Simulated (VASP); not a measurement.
# Mo (Im-3m) in VASP: a series of runs, part 2 of 2

VASP 6.6.1.

### Step 5. Relaxation of cell and atoms, revPBE+dDsC

INCAR

```
SYSTEM = Mo
  PREC = Accurate
  ENCUT = 600
  EDIFF = 1E-6
  ISMEAR = -1
  SIGMA = 0.05
  LREAL = .False.
  LASPH = .True.
  NELM = 80
  ALGO = Fast
  ISIF = 3
  LWAVE = .False.
  LCHARG = .False.
  GGA = RE
  IVDW = 4
  IBRION = 2
  NSW = 60
  EDIFFG = -0.01
```

KPOINTS

```
Automatic mesh
0
Gamma
  12 12 12
  0 0 0
```

POSCAR

```
Mo
1.0
   -1.5838089719      1.5838089719      1.5838089719
    1.5838089719     -1.5838089719      1.5838089719
    1.5838089719      1.5838089719     -1.5838089719
Mo
1
Direct
    0.0000000000      0.0000000000      0.0000000000
```

Potentials or basis: VASP PAW PBE potentials, release 64 (Mo_sv).

Launch:

```console
> cat potpaw_PBE.64/Mo_sv/POTCAR > POTCAR
> mpirun -np 1 vasp_std > vasp.out
```

OUTCAR:

```text
SYSTEM = Mo
   PREC = Accurate
   ENCUT = 600
   EDIFF = 1E-6
   ISMEAR = -1
   LREAL = .False.
   LASPH = .True.
   NELM = 80
   ISIF = 3
   GGA = RE
   IVDW = 4
   IBRION = 2
   NSW = 60
   EDIFFG = -0.01
  IVDW =   4

 ion  position               nearest neighbor table
   1  0.000  0.000  0.000-

  LATTYP: Found a body centered cubic cell.
 ALAT       =     3.1676179438

  Lattice vectors:

 A1 = (  -1.5838089719,   1.5838089719,   1.5838089719)
 A2 = (   1.5838089719,  -1.5838089719,   1.5838089719)
 A3 = (   1.5838089719,   1.5838089719,  -1.5838089719)

Analysis of symmetry for initial positions (statically):
=====================================================================
 Subroutine PRICEL returns:
 Original cell was already a primitive cell.

 Routine SETGRP: Setting up the symmetry group for a
 body centered cubic supercell.

 Subroutine GETGRP returns: Found 48 space group operations
 (whereof 48 operations were pure point group operations)
 out of a pool of 48 trial point group operations.

The static configuration has the point symmetry O_h .

Analysis of symmetry for dynamics (positions and initial velocities):
=====================================================================
 Subroutine PRICEL returns:
 Original cell was already a primitive cell.
[... 160 lines left out ...]

  dDsC method for vdW energy calculation

  Number of pair interactions contributing to vdW energy:   33078
[... 114 lines left out ...]
--------------------------------------- Ionic step        4  -------------------------------------------

 number of electron      14.0000002 magnetization

 Free energy of the ion-electron system (eV)
  ---------------------------------------------------
  ext. energy  EPLUGINS =         0.00000000
  ---------------------------------------------------
  free energy    TOTEN  =       -10.49133653 eV

  energy without entropy =      -10.48888846  energy(sigma->0) =      -10.49011250

 E-fermi :  12.6708     XC(G=0): -13.3698

 val. band max:       12.6129226107   @ k =  -0.1667   0.2500   0.0833
 cond. band min:      12.6828408342   @ k =   0.5000   0.5000   0.0833
 fundamental gap:      0.0699182235
 Fermi energy:        12.6707798398

 k-point     1 :       0.0000    0.0000    0.0000
  band No.  band energies     occupation
      1     -48.5751      2.00000
      2     -21.8312      2.00000
      3     -21.8312      2.00000
      4     -21.8312      2.00000
      5       5.4816      2.00000
      6      11.3462      2.00000
      7      11.3462      2.00000
      8      11.3462      2.00000
      9      14.3933      0.00000
     10      14.3933      0.00000
     11      27.5543      0.00000
[... 309 lines left out ...]
 k-point    24 :       0.4167    0.0833    0.0833
  band No.  band energies     occupation
      1     -48.3001      2.00000
      2     -23.1568      2.00000
      3     -22.3507      2.00000
      4     -21.9382      2.00000
      5       7.9531      2.00000
      6       9.2912      2.00000
      7      13.0518      0.00098
      8      14.5876      0.00000
      9      15.0876      0.00000
     10      19.1154      0.00000
     11      23.8653      0.00000

 [... further k-points ...]

------------------------ aborting loop because EDIFF is reached ----------------------------------------

  Hirshfeld-DOM and Hirshfeld charges and relative Volumes:
            ion         q(e)           q(e)           rel_vol
   -----------------------------------------------------------
      1     Mo          0.000          0.000          1.113

  dDsC method for vdW energy calculation

  Number of pair interactions contributing to vdW energy:   33486

  Edisp (eV):   -0.60878
[... 24 lines left out ...]
  FREE ENERGIE OF THE ION-ELECTRON SYSTEM (eV)
  ---------------------------------------------------
  free  energy   TOTEN  =       -11.1001204050 eV

  energy  without entropy=      -11.0976723337  energy(sigma->0) =      -11.09889637

 reached required accuracy - stopping structural energy minimisation
```

OSZICAR:

```text
N       E                     dE             d eps       ncg     rms          rms(c)
DAV:   1     0.101132053768E+03    0.10113E+03   -0.89505E+03  1592   0.145E+03
DAV:   2    -0.952001845892E+01   -0.11065E+03   -0.10699E+03  1728   0.364E+02
DAV:   3    -0.111244357267E+02   -0.16044E+01   -0.15908E+01  1824   0.430E+01
DAV:   4    -0.111286935248E+02   -0.42578E-02   -0.42570E-02  1755   0.265E+00
[... 34 lines left out ...]
RMM:   3    -0.104911294232E+02    0.13207E-02   -0.93400E-03  1584   0.103E+00    0.282E-01
RMM:   4    -0.104913799512E+02   -0.25053E-03   -0.68346E-04  1584   0.327E-01    0.128E-01
RMM:   5    -0.104913327472E+02    0.47204E-04   -0.34379E-04  1590   0.236E-01    0.691E-03
RMM:   6    -0.104913358588E+02   -0.31116E-05   -0.43873E-05  1560   0.890E-02    0.184E-02
RMM:   7    -0.104913365315E+02   -0.67266E-06   -0.67270E-06  1164   0.309E-02
   4 F= -.11100120E+02 E0= -.11098896E+02  d E =0.235850E-02
```

CONTCAR:

```text
Mo
   1.00000000000000
    -1.5726675686052398    1.5726675686052398    1.5726675686052398
     1.5726675686052398   -1.5726675686052398    1.5726675686052398
     1.5726675686052398    1.5726675686052398   -1.5726675686052398
  Mo
     1
Direct
     0.0000000000000000    1.0000000000000000    0.0000000000000000

  0.00000000E+00  0.00000000E+00  0.00000000E+00
```

Run time: 20 s. Hardware: 1 thread of Intel Xeon 6975P-C (Granite Rapids), shared host; peak memory 0.15 GiB.

What came out:

```yaml
Free_energy: -11.1001 eV
Relaxed_volume: 15.56 Å³/atom
Relaxed_cell: a = 2.724 Å, b = 2.724 Å, c = 2.724 Å, α = 109.47°, β = 109.47°, γ = 109.47°
Space_group_after_relaxing_to_0.05_Å: Im-3m (No. 229)
Energy_gained_by_relaxing: -2.4 meV/atom
Ionic_steps: 4
Pressure_after_relaxing: 0.0 GPa
Band_gap_on_the_k_mesh: none (metal or under the smearing width)
Dispersion_energy_per_atom: -0.609 eV
```

Step by step:
```tsv
step	energy change (eV)	largest force (eV/Å)	pressure (GPa)	volume (Å³)
1	0.0000	0.0000	-5.76	15.89
2	0.0821	0.0000	19.57	14.61
3	-0.0003	0.0000	-3.04	15.72
4	0.0024	0.0000	0.03	15.56
```

Final structure:
```
CELL_PARAMETERS angstrom
-1.57267 1.57267 1.57267
1.57267 -1.57267 1.57267
1.57267 1.57267 -1.57267
ATOMIC_POSITIONS crystal
Mo 0.00000 0.00000 0.00000
```

Levels at points of the mesh, in eV from the Fermi level:
| k point | band 3 | band 4 | band 5 | band 6 | band 7 | band 8 | band 9 | band 10 | band 11 |
| --- | --- | --- | --- | --- | --- | --- | --- | --- | --- |
| (0.00, 0.00, 0.00) | -34.50 | -34.50 | -7.19 | -1.32 | -1.32 | -1.32 | 1.72 | 1.72 | 14.88 |
| (0.50, 0.00, 0.00) | -34.95 | -34.51 | -5.30 | -3.38 | 1.69 | 1.75 | 2.39 | 4.81 | 12.02 |
| (0.50, 0.50, 0.50) | -35.48 | -35.48 | -5.42 | -5.42 | 4.05 | 4.05 | 4.05 | 9.16 | 9.16 |

Caveat: the PAW data sets were made with another functional, which shifts forces and pressure a little; pairwise dispersion overbinds metals, which lowers pressure and volume.

### Step 6. Single point, PBE (grid = ENCUT=400 dk=0.9 cell=4x4x4 ISMEAR=1 SIGMA=0.1 LREAL=Auto EDIFF=1e-06)

INCAR

```
  PREC = Accurate
  ENCUT = 400
  EDIFF = 1E-6
  ISMEAR = 1
  SIGMA = 0.1
  LREAL = Auto
  LASPH = True
  NELM = 120
  ALGO = Fast
  ISIF = 2
  LWAVE = False
  LCHARG = False
  GGA = PE
  NBANDS = 512
  NCORE = 2
  KPAR = 1
```

KPOINTS

```
Automatic mesh
0
Gamma
  1 1 1
```

POSCAR

```
Mo
1.0
   -6.3352358876      6.3352358876      6.3352358876
    6.3352358876     -6.3352358876      6.3352358876
    6.3352358876      6.3352358876     -6.3352358876
Mo
64
Direct
    0.0000000000      0.0000000000      0.0000000000
    0.0000000000      0.0000000000      0.2500000000
    0.0000000000      0.0000000000      0.5000000000
    0.0000000000      0.0000000000      0.7500000000
    0.0000000000      0.2500000000      0.0000000000
    0.0000000000      0.2500000000      0.2500000000
    0.0000000000      0.2500000000      0.5000000000
    0.0000000000      0.2500000000      0.7500000000
    0.0000000000      0.5000000000      0.0000000000
    0.0000000000      0.5000000000      0.2500000000
    0.0000000000      0.5000000000      0.5000000000
    0.0000000000      0.5000000000      0.7500000000
    0.0000000000      0.7500000000      0.0000000000
    0.0000000000      0.7500000000      0.2500000000
    0.0000000000      0.7500000000      0.5000000000
    0.0000000000      0.7500000000      0.7500000000
    0.2500000000      0.0000000000      0.0000000000
    0.2500000000      0.0000000000      0.2500000000
    0.2500000000      0.0000000000      0.5000000000
    0.2500000000      0.0000000000      0.7500000000
    0.2500000000      0.2500000000      0.0000000000
    0.2500000000      0.2500000000      0.2500000000
    0.2500000000      0.2500000000      0.5000000000
    0.2500000000      0.2500000000      0.7500000000
    0.2500000000      0.5000000000      0.0000000000
    0.2500000000      0.5000000000      0.2500000000
    0.2500000000      0.5000000000      0.5000000000
    0.2500000000      0.5000000000      0.7500000000
    0.2500000000      0.7500000000      0.0000000000
    0.2500000000      0.7500000000      0.2500000000
    0.2500000000      0.7500000000      0.5000000000
    0.2500000000      0.7500000000      0.7500000000
    0.5000000000      0.0000000000      0.0000000000
    0.5000000000      0.0000000000      0.2500000000
    0.5000000000      0.0000000000      0.5000000000
    0.5000000000      0.0000000000      0.7500000000
    0.5000000000      0.2500000000      0.0000000000
    0.5000000000      0.2500000000      0.2500000000
    0.5000000000      0.2500000000      0.5000000000
    0.5000000000      0.2500000000      0.7500000000
    0.5000000000      0.5000000000      0.0000000000
    0.5000000000      0.5000000000      0.2500000000
    0.5000000000      0.5000000000      0.5000000000
    0.5000000000      0.5000000000      0.7500000000
    0.5000000000      0.7500000000      0.0000000000
    0.5000000000      0.7500000000      0.2500000000
    0.5000000000      0.7500000000      0.5000000000
    0.5000000000      0.7500000000      0.7500000000
    0.7500000000      0.0000000000      0.0000000000
    0.7500000000      0.0000000000      0.2500000000
    0.7500000000      0.0000000000      0.5000000000
    0.7500000000      0.0000000000      0.7500000000
    0.7500000000      0.2500000000      0.0000000000
    0.7500000000      0.2500000000      0.2500000000
    0.7500000000      0.2500000000      0.5000000000
    0.7500000000      0.2500000000      0.7500000000
    0.7500000000      0.5000000000      0.0000000000
    0.7500000000      0.5000000000      0.2500000000
    0.7500000000      0.5000000000      0.5000000000
    0.7500000000      0.5000000000      0.7500000000
    0.7500000000      0.7500000000      0.0000000000
    0.7500000000      0.7500000000      0.2500000000
    0.7500000000      0.7500000000      0.5000000000
    0.7500000000      0.7500000000      0.7500000000
```

Potentials or basis: VASP PAW PBE potentials, release 64 (Mo_sv).

Launch:

```console
> cat potpaw_PBE.64/Mo_sv/POTCAR > POTCAR
> mpirun -np 4 vasp_std > vasp.out
```

Wall time 7.7 min (4 MPI ranks of AMD EPYC 7R43 (Zen 3), shared host); peak memory 0.35 GiB.

The run converged, but some of its settings lie outside the range that counts as converged, so its numbers aren't taken as properties of the crystal.

Results:

| Property | Result |
| --- | --- |
| Free energy | -697.4738 eV |
| Pressure | -1.6 GPa |

Caveat: the k mesh is coarse (spacing up to 0.70 Å⁻¹), so the values aren't converged; the mesh shows a gap though the element is a metal.

### Step 7. Summary

```tsv
level	gap on the mesh (eV)	pressure (GPa)	relaxed volume (Å³/atom)
revPBE+D3	none	-0.1	15.17
revPBE+D3(BJ)	none	-0.1	15.12
revPBE+D4	none	0.0	15.39
revPBE+dDsC	none	0.0	15.56
```

Alike in all rows: task relaxation of cell and atoms; potentials or basis VASP PAW PBE potentials, release 64 (Mo_sv); no spin polarisation; cell relaxed; k mesh 12 × 12 × 12; cutoff (eV) 600; smearing fermi-dirac 0.05 eV.

Caveats: the PAW data sets were made with another functional, which shifts forces and pressure a little; pairwise dispersion overbinds metals, which lowers pressure and volume.

Absolute energies hang on the potentials; compare differences alone.
